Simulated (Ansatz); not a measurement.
# AlN: the cost of one run

Computed with Ansatz 0.2.0 (DFT r2SCAN, scalar-relativistic, plane waves, PAW, unless a step's input says otherwise).

## (1) The system as given

It takes space group F-43m (No. 216, cubic). The conventional cell has a = 4.368 Å, b = 4.368 Å, c = 4.368 Å, α = 90.00°, β = 90.00°, γ = 90.00°. Around Al (site symmetry -43m) lie 4 N at 1.89 Å. N (site symmetry -43m) has 4 Al at 1.89 Å as nearest neighbours.

Structure file:

```
Al N
1.0
     0.00000    2.18399    2.18399
     2.18399    0.00000    2.18399
     2.18399    2.18399    0.00000
Al N
1 1
Direct
  0.00000 0.00000 0.00000
  0.75000 0.75000 0.75000
```

It goes back to an entry of the Materials Project, which need not be the stable form.

No relaxation comes first: the listed cell is the starting point.

## (2) The reference cell

Reference values: F = -928.4372 eV; pressure 0.26 GPa; largest force 0.000 eV/Å; gap on the mesh 3.94 eV. It was computed beforehand with the settings of the runs below.

## (3) The scan: a strain scan

The cell is strained by ε times the Voigt pattern (0, 0, 0, 0, 1, 0) (xx, yy, zz, yz, xz, xy; engineering shear), with fractional coordinates fixed (clamped ions). The stress on the pattern is the sum of the stress components weighted by it, tension positive.

## (4) At ε = -0.1500

The input, input.yaml:

```yaml
crystal:
  lattice:
    - [-0.163799517, 2.1839935596, 2.1839935596]
    - [2.0201940426, 0.0, 2.0201940426]
    - [2.1839935596, 2.1839935596, -0.163799517]
  atoms:
    - { symbol: Al, position: [0.0, 0.0, 0.0] }
    - { symbol: "N", position: [0.75, 0.75, 0.75] }
basis:
  ecutwfc: 500
kpoints:
  mp_grid: { grid: [10, 10, 10] }
hamiltonian:
  xc: r2scan
scf:
  occupations: { method: gaussian, width: 0.05 }
output:
  forces: true
  stress: true
  eigenvalues: true
```

Launch:

```bash
ansatz run input.yaml --threads 1 --pin off --max-ram 2560MiB --backend cpu --events-out ev --progress --plain --runs-dir out
```

What time and memory should one allow on 1 thread of Intel Xeon at 2.50GHz (Skylake/Cascade Lake), shared host?

About 13 s, with a peak of 0.41 GiB.
